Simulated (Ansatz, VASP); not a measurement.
# Two plane-wave programs on Hg

```
Hg
1.0
     3.09437    0.00000    0.00000
     0.00000    3.09437    0.00000
     0.00000    0.00000    3.09437
Hg
1
Direct
  0.00000 0.00000 0.00000
```

Alike in both runs: task single point; functional PBE; k mesh 10 × 10 × 10; occupations fermi-dirac, width 0.1 eV; non-collinear spin, spin-orbit coupling.

|  | VASP | Ansatz |
| --- | --- | --- |
| version | VASP 6.6.1 | Ansatz 0.2.0 |
| potentials or method | VASP PAW PBE potentials, release 64 (Hg) | plane waves (420 eV) with PAW, fully relativistic with spin-orbit coupling |
| plane-wave cutoff (eV) | 520 | 420 |
| valence electrons in the cell | 12 | 20 |

```tsv
	VASP	Ansatz	Ansatz less VASP
net moment per atom (μB)	0.00	0.00	0.000
```

The two sets of potentials don't hold the same shells in valence.
